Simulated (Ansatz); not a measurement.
Runs of Ansatz 0.2.0 on CsSnBr3. Symmetry: Pm-3m, No. 221, cubic system. The conventional cell has a = 5.839 Å, b = 5.839 Å, c = 5.839 Å, α = 90.00°, β = 90.00°, γ = 90.00°. Around Cs (site symmetry m-3m) lie 12 Br at 4.13 Å. Around Sn (site symmetry m-3m) lie 6 Br at 2.92 Å. Around Br (site symmetry 4/mmm) lie 2 Sn at 2.92 Å. The cell is a database's computed one.

```tsv
task	level	cell	smearing	gap on the mesh (eV)	pressure (GPa)	relaxed volume (Å³/atom)
relaxation of cell and atoms	RPBE+D3(BJ)	relaxed	fermi-dirac 0.05 eV	1.55	0.0	32.44
relaxation of cell and atoms	PBEsol+D4	relaxed	fermi-dirac 0.05 eV	1.72	0.0	37.23
relaxation of cell and atoms	BLYP+D3(BJ)	relaxed	fermi-dirac 0.05 eV	1.97	0.0	39.81
relaxation of cell and atoms	revPBE+D3(BJ)	relaxed	fermi-dirac 0.05 eV	1.90	0.0	39.76
relaxation of cell and atoms	revPBE+D4	relaxed	fermi-dirac 0.05 eV	1.92	0.0	40.21
relaxation of cell and atoms	RPBE+D4	relaxed	fermi-dirac 0.05 eV	(b)	0.0	(a)
relaxation of cell and atoms	PBEsol+D3(BJ)	relaxed	fermi-dirac 0.05 eV	1.69	0.0	36.59
relaxation of cell and atoms	BLYP+D4	relaxed	fermi-dirac 0.05 eV	2.00	0.0	40.70
single point	PBE	as given	gaussian 0.015 eV	1.88	0.5	-
```

Alike in all rows: potentials or basis Ansatz PAW; no spin polarisation; k mesh 5 × 5 × 5; cutoff (eV) 420.

Fill in the values left out.

(a) 40.25; (b) 1.93.

Caveats: odd divisions of the mesh miss points on the zone boundary, where band edges often lie, so the gap on the mesh can be too wide; spin-orbit coupling is left out, which moves the levels of the heavy elements; the plane-wave basis is chosen anew once the cell has moved, so the energies of steps on either side of that aren't comparable (some runs); the PAW data sets come from PBE, with cores solved anew for the run's functional, which leaves a small shift of forces and pressure (some runs); the volume moved by over 15 % at a fixed basis, so the end points are rough (some runs).

A k mesh can miss the band edges, and the runs leave out spin-orbit coupling on Br, Cs, Sn.
